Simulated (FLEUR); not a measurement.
# ZnSe (Stilleite) (F-43m) in FLEUR: notebook

Aim: see how the results for ZnSe (Stilleite) move with the level of theory and the settings. Levels: HSE06, PBEsol. Tasks: single point.

All numbers are computed with FLEUR, more than one build; they aren't measurements. Logs are shortened: lines on timing, memory, paths and dates and some standing lists are left out, and cuts for length are marked.

**What was measured.**

From “Alloy Disordering Effects on the Thermal Conductivity and Energy Gap Temperature Dependence of Cd1−xZnxSe Ternary Crystals Grown by the Bridgman Method”, 2023, pmc:10253836, for a bulk crystal of ZnSe at 300 K: band gap 2.695 ± 0.003 eV (an exciton energy, a little under the gap).

How close the calculation comes is told below.

## Step 1: Starting point

Symmetry: F-43m, No. 216, cubic system. Conventional cell: a = 5.668 Å, b = 5.668 Å, c = 5.668 Å, α = 90.00°, β = 90.00°, γ = 90.00°. Around Se (site symmetry -43m) lie 4 Zn at 2.45 Å. Zn (site symmetry -43m) has 4 Se at 2.45 Å as nearest neighbours.

## Step 2: Single point, HSE06

inp.xml reads:

```xml
<?xml version="1.0" encoding="UTF-8" standalone="no"?>
<fleurInput fleurInputVersion="0.39">
   <comment>
      ZnSe                                                                                                
   </comment>
   <calculationSetup>
      <cutoffs Kmax="4.56" Gmax="14.1" GmaxXC="14.1" numbands="46"/>
      <scfLoop itmax="30" minDistance="0.0001" maxIterBroyd="15" imix="Anderson" alpha="0.05" precondParam="0.0" spinf="2.0"/>
      <coreElectrons ctail="T" frcor="F" kcrel="0" coretail_lmax="0"/>
      <xcFunctional name="hse" relativisticCorrections="F"/>
      <magnetism jspins="1"/>
      <prodBasis gcutm="3.0" bands="42" tolerance="0.0001" lexp="16" ewaldlambda="3"/>
      <soc l_soc="F" theta="0.0" phi="0.0" spav="F"/>
      <expertModes spex="0" secvar="F"/>
      <geometryOptimization l_f="F" forcealpha="1.0" forcemix="BFGS" epsdisp="0.00001" epsforce="0.00001"/>
      <ldaU l_linMix="F" mixParam="0.05" spinf="1.0"/>
   </calculationSetup>
   <cell>
      <bzIntegration valenceElectrons="36.0" mode="hist" fermiSmearingEnergy="0.00183747">
         <kPointListSelection listName="default-1"/>
         <!-- k-points included here -->
         <xi:include xmlns:xi="http://www.w3.org/2001/XInclude" href="kpts.xml"> </xi:include>
      </bzIntegration>
      <!-- symmetry operations included here -->
      <xi:include xmlns:xi="http://www.w3.org/2001/XInclude" href="sym.xml"> </xi:include>
      <bulkLattice scale="1.0">
         <bravaisMatrix>
            <row-1>    0.0000000000000000     5.3551058918914798     5.3551058918914798</row-1>
            <row-2>    5.3551058918914798     0.0000000000000000     5.3551058918914798</row-2>
            <row-3>    5.3551058918914798     5.3551058918914798     0.0000000000000000</row-3>
         </bravaisMatrix>
      </bulkLattice>
   </cell>
   <atomSpecies>
      <species name="Selenium (Se)" element="Se" atomicNumber="34">
         <mtSphere radius="2.15" gridPoints="711" logIncrement="0.017"/>
         <atomicCutoffs lmax="9" lnonsphr="9"/>
         <electronConfig flipSpins="F">
            <coreConfig>(1s1/2) (2s1/2) (2p1/2) (2p3/2) (3s1/2) (3p1/2) (3p3/2)</coreConfig>
            <valenceConfig>(3d3/2) (3d5/2) (4s1/2) (4p1/2) (4p3/2)</valenceConfig>
            <stateOccupation state="(4p1/2)" spinUp="0.666667" spinDown="0.666667"/>
            <stateOccupation state="(4p3/2)" spinUp="1.333333" spinDown="1.333333"/>
         </electronConfig>
         <energyParameters s="4" p="4" d="4" f="4"/>
         <prodBasis lcutm="4" lcutwf="9" select="4 0 4 2"/>
         <lo type="SCLO" l="2" n="3" eDeriv="0"/>
         <lo type="SCLO" l="0" n="4" eDeriv="2"/>
         <lo type="SCLO" l="1" n="4" eDeriv="2"/>
         <lo type="SCLO" l="3" n="4" eDeriv="2"/>
      </species>
      <species name="Zinc (Zn)" element="Zn" atomicNumber="30">
         <mtSphere radius="2.15" gridPoints="711" logIncrement="0.017"/>
         <atomicCutoffs lmax="9" lnonsphr="9"/>
         <electronConfig flipSpins="F">
            <coreConfig>(1s1/2) (2s1/2) (2p1/2) (2p3/2)</coreConfig>
            <valenceConfig>(3s1/2) (3p1/2) (3p3/2) (4s1/2) (3d3/2) (3d5/2)</valenceConfig>
         </electronConfig>
         <energyParameters s="4" p="4" d="3" f="4"/>
         <prodBasis lcutm="4" lcutwf="9" select="4 0 4 2"/>
         <lo type="SCLO" l="0" n="3" eDeriv="0"/>
         <lo type="SCLO" l="1" n="3" eDeriv="0"/>
         <lo type="SCLO" l="1" n="3" eDeriv="1"/>
         <lo type="HELO" l="2" n="4" eDeriv="0"/>
         <lo type="HELO" l="2" n="4" eDeriv="1"/>
         <lo type="SCLO" l="3" n="4" eDeriv="2"/>
      </species>
   </atomSpecies>
   <atomGroups>
      <atomGroup species="Selenium (Se)">
         <relPos label="                   1">-1.000/4.000 -1.000/4.000 -1.000/4.000</relPos>
         <force calculate="T" relaxXYZ="TTT"/>
      </atomGroup>
      <atomGroup species="Zinc (Zn)">
         <relPos label="                   2">.0000000000 .0000000000 .0000000000</relPos>
         <force calculate="T" relaxXYZ="TTT"/>
      </atomGroup>
   </atomGroups>
   <output dos="F" band="F" slice="F">
      <checks vchk="F" cdinf="F"/>
      <bandDOS minEnergy="-.5*Htr" maxEnergy="0.5*Htr" sigma="0.015" storeEVData="T"/>
      <vacuumDOS vacdos="F" integ="F" star="F" nstars="0" locx1="0.0" locy1="0.0" locx2="0.0" locy2="0.0" nstm="0" tworkf="0.0"/>
      <unfoldingBand unfoldBand="F" supercellX="1" supercellY="1" supercellZ="1"/>
      <plotting iplot="0" polar="F">
         <plot TwoD="T" vec1="  1.0  0.0  0.0" vec2="  0.0  1.0  0.0" vec3="  0.0  0.0  1.0" zero="  0.0  0.0  0.0" file="plot"/>
      </plotting>
      <chargeDensitySlicing numkpt="0" minEigenval="0.0" maxEigenval="0.0" nnne="0" pallst="F"/>
      <specialOutput eonly="F"/>
      <magneticCircularDichroism mcd="F" energyLo="-10.0" energyUp="0.0"/>
   </output>
  <!-- We include the file relax.xml here to enable relaxations (see documentation) -->
  <xi:include xmlns:xi="http://www.w3.org/2001/XInclude" href="relax.xml"> <xi:fallback/> </xi:include>
</fleurInput>
```

crystal.txt reads:

```
ZnSe
&input cartesian=F /
0.0000000000  2.8338000000  2.8338000000
2.8338000000  0.0000000000  2.8338000000
2.8338000000  2.8338000000  0.0000000000
1.8897261246
1.0 1.0 1.0

2
34 0.7500000000  0.7500000000  0.7500000000
30 0.0000000000  0.0000000000  0.0000000000

&kpt div1=4 div2=4 div3=4 gamma=T /
```

Potentials or basis: all-electron, FLAPW.

Run with:

```
$ inpgen -f crystal.txt -profile fastHighL; OMP_NUM_THREADS=2 fleur -warn_only
```

What it wrote:

```text
Welcome to FLEUR        (www.flapw.de)
      MaX-Release 8.1          (www.max-centre.eu)
************FLEUR-Warning*****************
Error message: Hybrid calculations should always use HDF5
*****************************************
 bands (prodBasis in inp.xml) is read and not used: the non-local exchange is built in the LAPW basis itself, without a cut in the bands.

 ========== k-point set info ==========
 Selected k-point list: default-1
 k-point list type: mesh
 4 x 4 x 4
 Number of k points: 8

 ------------Calculation Setup---------------------------
 Number of OMP-threads    :            2
 Number of basis functions:          615
 Approximate size of matrices (H+S) per k-point:         0.011 GB
 --------------------------------------------------------
 Iteration:           1  Distance:   7.0945847985216748       hyb distance:  -1.0000000000000000
 Iteration:           2  Distance:   6.2369801912527718       hyb distance:   7.0945847985216748
 Iteration:           3  Distance:   4.0239744636465300       hyb distance:   6.2369801912527718
 Iteration:           4  Distance:   1.8250305344932343       hyb distance:   4.0239744636465300
 Iteration:           5  Distance:   1.5208249277799575       hyb distance:   1.8250305344932343
 Iteration:           6  Distance:  0.57973697029185867       hyb distance:   1.5208249277799575
 Iteration:           7  Distance:  0.32079043183344036       hyb distance:  0.57973697029185867
 Iteration:           8  Distance:   6.1415190115841276E-002  hyb distance:  0.32079043183344036
 Iteration:           9  Distance:   2.4703309273646955E-002  hyb distance:   6.1415190115841276E-002
 Iteration:          10  Distance:   8.2858938968641722E-003  hyb distance:   2.4703309273646955E-002

[... 50 further cycles ...]
 Iteration:           1  Distance:   1.0740216671107005E-003  hyb distance:   1.1549889594592094E-003
 Iteration:           2  Distance:   3.4882483218749537E-004  hyb distance:   1.0740216671107005E-003
 Iteration:           3  Distance:   1.3225232104214333E-004  hyb distance:   3.4882483218749537E-004
 Iteration:           4  Distance:   1.3135061751992551E-005  hyb distance:   1.3225232104214333E-004
 Iteration:           5  Distance:   2.2147517865284998E-004  hyb distance:   1.3135061751992551E-005
 iterHF =    7
 start of coulomb calculation
 coulomb pw-loop nk: (1/8)
 coulomb pw-loop nk: (2/8)
 coulomb pw-loop nk: (3/8)
 coulomb pw-loop nk: (4/8)
 coulomb pw-loop nk: (5/8)
 coulomb pw-loop nk: (6/8)
 coulomb pw-loop nk: (7/8)
 coulomb pw-loop nk: (8/8)
 kpoint=            1
 calculate new HF matrix
 exchange_valence_hf
 core exchange calculation
 Screening parameter:   0.11000000000000000
 kpoint=            2
 exchange_valence_hf
 core exchange calculation
 Screening parameter:   0.11000000000000000
 kpoint=            3
 exchange_valence_hf
 core exchange calculation
 Screening parameter:   0.11000000000000000
 kpoint=            4
 exchange_valence_hf
 core exchange calculation
 Screening parameter:   0.11000000000000000
 kpoint=            5
 exchange_valence_hf
 core exchange calculation
 Screening parameter:   0.11000000000000000
 kpoint=            6
 exchange_valence_hf
 core exchange calculation
 Screening parameter:   0.11000000000000000
 kpoint=            7
 exchange_valence_hf
 core exchange calculation
 Screening parameter:   0.11000000000000000
 kpoint=            8
 exchange_valence_hf
 core exchange calculation
 Screening parameter:   0.11000000000000000
 Reset of history
 Iteration:           0  Distance:   2.4185892193346258E-004  hyb distance:   2.2147517865284998E-004
 Iteration:           1  Distance:   2.2235332404152056E-004  hyb distance:   2.4185892193346258E-004
 Iteration:           2  Distance:   7.9156573078559826E-005  hyb distance:   2.2235332404152056E-004
 Iteration:           3  Distance:   5.1140575519581720E-005  hyb distance:   7.9156573078559826E-005
 iterHF =    8
 start of coulomb calculation
 coulomb pw-loop nk: (1/8)
 coulomb pw-loop nk: (2/8)
 coulomb pw-loop nk: (3/8)
 coulomb pw-loop nk: (4/8)
 coulomb pw-loop nk: (5/8)
 coulomb pw-loop nk: (6/8)
 coulomb pw-loop nk: (7/8)
 coulomb pw-loop nk: (8/8)
 kpoint=            1
 calculate new HF matrix
 exchange_valence_hf
 core exchange calculation
 Screening parameter:   0.11000000000000000
 kpoint=            2
 exchange_valence_hf
 core exchange calculation
 Screening parameter:   0.11000000000000000
 kpoint=            3
 exchange_valence_hf
 core exchange calculation
 Screening parameter:   0.11000000000000000
 kpoint=            4
 exchange_valence_hf
 core exchange calculation
 Screening parameter:   0.11000000000000000
 kpoint=            5
 exchange_valence_hf
 core exchange calculation
 Screening parameter:   0.11000000000000000
 kpoint=            6
 exchange_valence_hf
 core exchange calculation
 Screening parameter:   0.11000000000000000
 kpoint=            7
 exchange_valence_hf
 core exchange calculation
 Screening parameter:   0.11000000000000000
 kpoint=            8
 exchange_valence_hf
 core exchange calculation
 Screening parameter:   0.11000000000000000
 Reset of history
 Iteration:           0  Distance:   7.9847359492633385E-005  hyb distance:   5.1140575519581720E-005

 ********************************************************************
 Run finished successfully
 Stop message:
   all done
 ********************************************************************
```

It took 29 min on 2 threads of AMD EPYC 7R13 (Zen 3), shared host; peak memory 0.35 GiB.

What came out:

```yaml
Free_energy: -115006.8742 eV
Band_gap_on_the_k_mesh: 2.44 eV, direct
Valence_electrons_inside_the_program's_atomic_spheres: Se 13.81; Zn 18.42 (radii Se 2.15, Zn 2.15 bohr)
```

Levels at points of the mesh, in eV from the valence-band top:
```csv
k point,band 14,band 15,band 16,band 17,band 18,band 19,band 20,band 21,band 22,band 23
"(0.00, 0.00, 0.00)",-7.93,-7.93,0.00,0.00,0.00,2.44,6.95,6.95,6.95,11.29
"(0.00, 0.00, 0.50)",-7.91,-7.74,-5.53,-0.91,-0.91,3.66,7.49,7.49,9.73,12.33
"(0.00, 0.50, 0.50)",-7.89,-7.69,-5.13,-2.31,-2.31,3.85,4.50,12.18,12.82,12.82
```

Core levels (eV from the Fermi level):
```tsv
atom	levels
1 Se	1s1/2 -12493.5, 2s1/2 -1598.9, 2p1/2 -1433.6, 2p3/2 -1391.8, 3s1/2 -206.1, 3p1/2 -149.6, 3p3/2 -143.7
2 Zn	1s1/2 -9517.8, 2s1/2 -1152.3, 2p1/2 -1014.1, 2p3/2 -990.2
```

Caveat: the k mesh is coarse (spacing up to 0.48 Å⁻¹), so the values aren't converged, least of all with exact exchange; core states are solved in the semilocal potential.

## Step 3: Single point, PBEsol

Changes to inp.xml since step 2:

```diff
@@ -6,8 +6,7 @@
    <calculationSetup>
-      <cutoffs Kmax="4.56" Gmax="14.1" GmaxXC="14.1" numbands="46"/>
-      <scfLoop itmax="30" minDistance="0.0001" maxIterBroyd="15" imix="Anderson" alpha="0.05" precondParam="0.0" spinf="2.0"/>
+      <cutoffs Kmax="4.71" Gmax="14.6" GmaxXC="14.6" numbands="0"/>
+      <scfLoop itmax="60" minDistance="0.00001" maxIterBroyd="15" imix="Anderson" alpha="0.05" precondParam="0.0" spinf="2.0" sdNocoIR="T"/>
       <coreElectrons ctail="T" frcor="F" kcrel="0" coretail_lmax="0"/>
-      <xcFunctional name="hse" relativisticCorrections="F"/>
+      <xcFunctional name="PBEs" relativisticCorrections="F"/>
       <magnetism jspins="1"/>
-      <prodBasis gcutm="3.0" bands="42" tolerance="0.0001" lexp="16" ewaldlambda="3"/>
       <soc l_soc="F" theta="0.0" phi="0.0" spav="F"/>
@@ -35,3 +34,3 @@
       <species name="Selenium (Se)" element="Se" atomicNumber="34">
-         <mtSphere radius="2.15" gridPoints="711" logIncrement="0.017"/>
+         <mtSphere radius="2.08" gridPoints="711" logIncrement="0.017"/>
          <atomicCutoffs lmax="9" lnonsphr="9"/>
@@ -44,3 +43,2 @@
          <energyParameters s="4" p="4" d="4" f="4"/>
-         <prodBasis lcutm="4" lcutwf="9" select="4 0 4 2"/>
          <lo type="SCLO" l="2" n="3" eDeriv="0"/>
@@ -51,3 +49,3 @@
       <species name="Zinc (Zn)" element="Zn" atomicNumber="30">
-         <mtSphere radius="2.15" gridPoints="711" logIncrement="0.017"/>
+         <mtSphere radius="2.08" gridPoints="711" logIncrement="0.017"/>
          <atomicCutoffs lmax="9" lnonsphr="9"/>
@@ -58,3 +56,2 @@
          <energyParameters s="4" p="4" d="3" f="4"/>
-         <prodBasis lcutm="4" lcutwf="9" select="4 0 4 2"/>
          <lo type="SCLO" l="0" n="3" eDeriv="0"/>
@@ -87,2 +84,3 @@
       <specialOutput eonly="F"/>
+      <moessbauerParams electricFieldGradient="T" isomerShift="T" coreHyperfine="T" valenceHyperfine="T"/>
       <magneticCircularDichroism mcd="F" energyLo="-10.0" energyUp="0.0"/>
```

Changes to crystal.txt since step 2:

```diff
@@ -12,2 +12,2 @@
 
-&kpt div1=4 div2=4 div3=4 gamma=T /
+&kpt div1=8 div2=8 div3=8 gamma=T /
```

Potentials or basis: all-electron, FLAPW.

Run with:

```
$ inpgen -f crystal.txt -profile fastHighL
$ # inp.xml edited to the form shown
$ fleur_MPI -warn_only
```

What it wrote:

```text
Welcome to FLEUR        (www.flapw.de)
      MaX-Release 8.1          (www.max-centre.eu)

 ========== k-point set info ==========
 Selected k-point list: default-1
 k-point list type: mesh
 8 x 8 x 8
 Number of k points: 29

 ------------Calculation Setup---------------------------
 Number of MPI-tasks      :            1
 Number of PE/node        :            1
 Number of OMP-threads    :            1
 Most efficient MPI parallelization for:
           1          29
 Additional eigenvalue parallelization possible
 Number of basis functions:          644
 Approximate size of matrices (H+S) per k-point:         0.012 GB
 --------------------------------------------------------
************FLEUR-Warning*****************
Error message: core-state search did not converge within the iteration limit; Continue with best solution found?
Error occurred in subroutine: differ
Hint: n=4 l=1 j=0.50000 state of atom with Z=34: achieved |de|=1.2998E-06, target=1.0000E-07. A finer radial mesh (smaller logIncrement / more gridPoints) may help reach full convergence.
Error from PE:0/1
*****************************************
 Iteration:     1   Distance:       6.98157529 me/bohr^3
 Iteration:     2   Distance:       6.05776703 me/bohr^3
 Iteration:     3   Distance:       3.84130521 me/bohr^3
 Iteration:     4   Distance:       1.76727177 me/bohr^3
 Iteration:     5   Distance:       1.32066774 me/bohr^3
 Iteration:     6   Distance:       0.54449062 me/bohr^3
 Iteration:     7   Distance:       0.32607187 me/bohr^3
 Iteration:     8   Distance:       0.06522915 me/bohr^3
 Iteration:     9   Distance:       0.01546680 me/bohr^3
 Iteration:    10   Distance:       0.01181424 me/bohr^3
 Iteration:    11   Distance:       0.00137449 me/bohr^3
 Iteration:    12   Distance:       0.00109068 me/bohr^3
 Iteration:    13   Distance:       0.00015131 me/bohr^3
 Iteration:    14   Distance:       0.00001039 me/bohr^3
 Iteration:    15   Distance:       0.00000752 me/bohr^3

 ********************************************************************
 Run finished successfully
 Stop message:
   all done
 ********************************************************************
```

It took 98 s on 1 thread of Intel Xeon Platinum 8375C at 2.90GHz (Ice Lake), shared host; peak memory 0.07 GiB.

What came out:

- Free energy: -114923.2987 eV
- Band gap on the k mesh: 1.17 eV, direct
- Valence electrons inside the program's atomic spheres: Se 13.54; Zn 18.28 (radii Se 2.08, Zn 2.08 bohr)

Levels at points of the mesh, in eV from the valence-band top:
| k point | band 15 | band 16 | band 17 | band 18 | band 19 | band 20 | band 21 | band 22 |
| --- | --- | --- | --- | --- | --- | --- | --- | --- |
| (0.00, 0.00, 0.00) | -6.18 | 0.00 | 0.00 | 0.00 | 1.17 | 5.75 | 5.75 | 5.75 |
| (0.00, 0.00, 0.50) | -6.03 | -5.27 | -0.87 | -0.87 | 2.45 | 6.32 | 6.32 | 8.40 |
| (0.00, 0.50, 0.50) | -6.01 | -4.78 | -2.20 | -2.20 | 2.85 | 3.38 | 10.60 | 11.18 |

Core levels (eV from the Fermi level):
```csv
atom,levels
1 Se,"1s1/2 -12484.9, 2s1/2 -1599.0, 2p1/2 -1434.1, 2p3/2 -1392.4, 3s1/2 -206.8, 3p1/2 -150.4, 3p3/2 -144.6"
2 Zn,"1s1/2 -9510.9, 2s1/2 -1152.9, 2p1/2 -1015.1, 2p3/2 -991.3"
```

## Step 4: Comparison with measurements

Step 3. Against the measured gap of ZnSe, 2.695 eV (an exciton energy, a little under the gap; 300 K; “Alloy Disordering Effects on the Thermal Conductivity and Energy Gap Temperature Dependence of Cd1−xZnxSe Ternary Crystals Grown by the Bridgman Method”, 2023, pmc:10253836), the calculated 1.17 eV is off by -1.52 eV. So large a miss can be the level of theory's own, or it may mean another phase, state or a wrong row. Spin-orbit coupling on Se is left out. The value is that of PBEsol, without temperature or zero-point motion. Semilocal functionals fall short of measured gaps as a rule.
